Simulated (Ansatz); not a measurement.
The system is Si2Mo.

```xyz
3
Lattice="-1.6000 1.6000 3.9305 1.6000 -1.6000 3.9305 1.6000 1.6000 -3.9305" Properties=species:S:1:pos:R:3 pbc="T T T"
Mo    0.0000    0.0000    0.0000
Si    0.0000    0.0000    5.2433
Si    0.0000    0.0000    2.6177
```

```yaml
Program: Ansatz 0.2.0
Task: relaxation of cell and atoms
Functional: PBE
Dispersion: D3(BJ)
Potentials_or_basis: Ansatz PAW
Cutoff: "420 eV (not typed: the program's choice for these potentials)"
k_mesh: 12 × 12 × 12
Occupations: fermi-dirac, width 0.05 eV
Spin: no spin polarisation
```

At the start: volume 13.42 Å³/atom.

**Question.** Where does the relaxation end?

**Answer.** It ends after 5 steps and the volume is 13.13 Å³/atom (-2.2 %); space group I4/mmm (No. 139, to 0.05 Å).

The path:
```tsv
step	energy change (eV)	largest force (eV/Å)	volume (Å³)
1	0.0000	0.2818	40.25
2	-0.0162	0.0131	39.11
3	-0.0175	0.0102	39.39
4	-0.0175	0.0039	39.38
5	-0.0173	0.0039	39.38
```

Final structure:
```
Mo Si
1.0
    -1.58918    1.58918    3.89841
     1.58918   -1.58918    3.89841
     1.58918    1.58918   -3.89841
Mo Si
1 2
Direct
  0.00000 0.00000 0.00000
  0.66543 0.66543 0.00000
  0.33457 0.33457 0.00000
```

Caveat: the plane-wave basis is chosen anew once the cell has moved, so the energies of steps on either side of that aren't comparable.
